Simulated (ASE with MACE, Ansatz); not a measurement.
# Adsorption of WF6 on Mo(110): energy and structure

How much energy does the adsorption of WF6 on Mo(110) release or cost, and how far does that hang on the level of theory?

Calculated with Ansatz 0.2.0: Kohn-Sham DFT, PBE+D3(BJ), PAW (set soft_2), plane waves; cutoff 420 eV, fermi-dirac smearing of 0.1 eV (for the slabs). Every cell is relaxed with this functional, then solved at fixed geometry with r2SCAN+D4 and PBE+D3(BJ) on a denser mesh. Cutoffs: 420 eV for PBE+D3(BJ); 500 eV for r2SCAN+D4.

**The cells**

The cell holds 36 atoms: 36 Mo. Cell: a = 9.480 Å, b = 8.210 Å, c = 22.703 Å, α = 90.0°, β = 90.0°, γ = 54.7°. It derives from Mo (Mo(110)). The starting structure: Bcc Mo(110), 3 x 3 cells, four layers (lattice constants typed as starting values near PBE's), about 15 Å of vacuum, lower atoms held. Vacuum lies along c. 18 atoms are held.

- WF6 on Mo(110): one whole molecule of WF6 lowered over a top site, eased by MACE.

Molecules sit alone in boxes of 14 to 15 Å, at Γ at every level, with a smearing of 0.01 eV.

The input of the single point on the relaxed bare surface:

```yaml
crystal:
  lattice:
    - [9.48, 0.0, 0.0]
    - [4.74, 6.70337, 0.0]
    - [0.0, 0.0, 22.70337]
  atoms:
    - { symbol: Mo, position: [0.83333, 0.33333, 0.04405] }
    - { symbol: Mo, position: [0.16667, 0.33333, 0.04405] }
    - { symbol: Mo, position: [0.5, 0.33333, 0.04405] }
    - { symbol: Mo, position: [0.83333, 0.66667, 0.04405] }
    [... 30 atom lines left out ...]
    - { symbol: Mo, position: [0.33333, 0.66667, 0.33268] }
    - { symbol: Mo, position: [0.66667, 0.66667, 0.33268] }
kpoints:
  mp_grid: { grid: [3, 3, 1] }
hamiltonian:
  xc: pbe
  dispersion: d3bj
scf:
  occupations: { method: fermi_dirac, width: 0.1 }
output:
  forces: true
  populations: true
  dos:
    method: { smearing: { sigma: 0.08 } }
    de: 0.1
    projected:
      site_lists:
        Mo: [Mo]
        slab: [... 36 sites ...]
  eigenvalues: true
  write_density: true
  write_potential: true
  volumetric_format: npy
```

```
          cell  formula  k-mesh  relaxation steps  gain on relaxing (eV)  free energy, PBE+D3(BJ) (eV)  time of its runs on this page
       Mo(110)     Mo36   3×3×1                 4                   0.28                   -178413.523                           16 s
WF6 on Mo(110)  Mo36WF6   3×3×1                21                   1.36                   -193652.472                           44 s
           WF6      WF6   1×1×1                 4                   0.11                    -15237.513                          9.8 s
```

**Reaction energies**

Products less reactants, from the free energies above and their like at the other levels, in eV; negative values release energy:

| change | PBE+D3(BJ) | r2SCAN+D4 | PBE+D3(BJ), denser mesh |
| --- | --- | --- | --- |
| adsorption of WF6 | -1.44 | -1.41 | -1.42 |

Worked for the first row at PBE+D3(BJ): (-193652.472) − (-178413.523) − (-15237.513) = -1.436 eV (from unrounded energies).

**What the relaxations did**

Bonds are pairs closer than 1.18 times the sum of covalent radii; a bond counts as made or broken only if it crosses from under that bound to over 1.3 times, or back. All concern the added atoms.

| cell | bonds to the surface at the end | nearest contact (Å) | made in DFT | broken in DFT | largest move (Å) |
| --- | --- | --- | --- | --- | --- |
| WF6 on Mo(110) | 3 F–Mo | F–Mo 2.24 | 3 F–Mo | none | 2.38 |

**Findings**

The change releases 1.44 eV at PBE+D3(BJ). The molecule stays whole and bonds to the surface (its most stretched bond, F–W, goes from 1.85 Å in the gas to 1.97 Å). At the same geometries the levels give -1.44 (PBE+D3(BJ)) to -1.41 eV (r2SCAN+D4) and the denser mesh moves it by +0.02 eV.

Limits: These are static energies with no barriers, zero-point energy or heat. Where a gas molecule is taken up, its entropy is lost, which at room temperature and above is worth several tenths of an eV to over 1 eV a molecule and isn't counted. All slabs, the starting one too, were first eased by a machine-learned potential, and one starting arrangement a cell was relaxed; others may lie lower. Only one face is changed, and the cells carry no dipole correction. Levels with D3 or D4 differ in the size of their dispersion terms as well as in the functional. Pairwise D3 takes no account of screening in a metal. In some runs the program notes that positions were snapped to a detected symmetry and the exchange-correlation potential is rough where the density is thin.

[Logs are printed without paths, hosts, clocks, repeated set-up lines and the standing remarks that a program may print on its own settings, such as how far it seeks lower states.]

[Hosts, paths, dates, database ids (printed as entryN), source tags and the programs' standing remarks are cut or masked in the printed files.]
